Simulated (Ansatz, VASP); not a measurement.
**One calculation of GaN, two programs**

The input INCAR:

```
SYSTEM = GaN
PREC     = Accurate       ! precision mode
ENCUT    = 520            ! plane-wave cutoff, eV
EDIFF    = 1E-6           ! SCF threshold, eV
ISMEAR   = 0              ! smearing method
SIGMA    = 0.05           ! smearing width, eV
LREAL    = .False.        ! projectors in reciprocal space
LASPH    = .True.         ! aspherical terms in the spheres
NELM     = 80             ! most SCF steps
ALGO     = Normal         ! electronic algorithm
ISIF     = 2              ! what is computed and relaxed
LWAVE    = .False.        ! write WAVECAR
LCHARG   = .False.        ! write CHGCAR
GGA      = PE             ! functional
NBANDS   = 16             ! bands
```

Contents of KPOINTS:

```
regular mesh
0
Gamma
  16 16 16
  0 0 0
```

Contents of POSCAR:

```
GaN
1.0
    0.0000000000      2.2535006100      2.2535006100
    2.2535006100      0.0000000000      2.2535006100
    2.2535006100      2.2535006100      0.0000000000
Ga N
1 1
Direct
    0.0000000000      0.0000000000      0.0000000000
    0.2500000000      0.2500000000      0.2500000000
```

Input for Ansatz:

```yaml
crystal:
  lattice:
    - [0.0, 2.25350061, 2.25350061]
    - [2.25350061, 0.0, 2.25350061]
    - [2.25350061, 2.25350061, 0.0]
  atoms:
    - { symbol: Ga, position: [0.0, 0.0, 0.0] }
    - { symbol: "N", position: [0.25, 0.25, 0.25] }
basis:
  ecutwfc: 420
kpoints:
  mp_grid: { grid: [16, 16, 16] }
hamiltonian:
  xc: pbe
scf:
  occupations: { method: gaussian, width: 0.05 }
output:
  forces: true
  eigenvalues: true
  eigenstates:
    nscf_kmesh: { grid: [34, 34, 34] }
    top_band: c6
    de_dk: true
    localisation: true
  stress: true
checkpoint:
  write: ck
  compress: false
  write_wavefunctions: false
  write_every: 100000
```

The cell is a database's computed one.

Alike in both runs: task single point; functional PBE; k mesh 16 × 16 × 16; occupations gaussian, width 0.05 eV; no spin polarisation.

```csv
,VASP,Ansatz
version,VASP 6.6.1,Ansatz 0.2.0
potentials or method,"VASP PAW PBE potentials, release 64 (Ga_d, N)","scalar-relativistic, plane waves, PAW"
plane-wave cutoff (eV),520,420
valence electrons in the cell,18,18
```

```csv
,VASP,Ansatz,Ansatz less VASP
gap on the k mesh at the Fermi level (eV),1.72,1.72,-0.008
pressure (GPa),5.1,5.0,-0.06
```

With one functional, cell and mesh, what is left measures potentials, basis and numerics.

A k mesh can miss the band edges. Expect the measured gap to be larger: semilocal functionals such as PBE lack the derivative discontinuity.
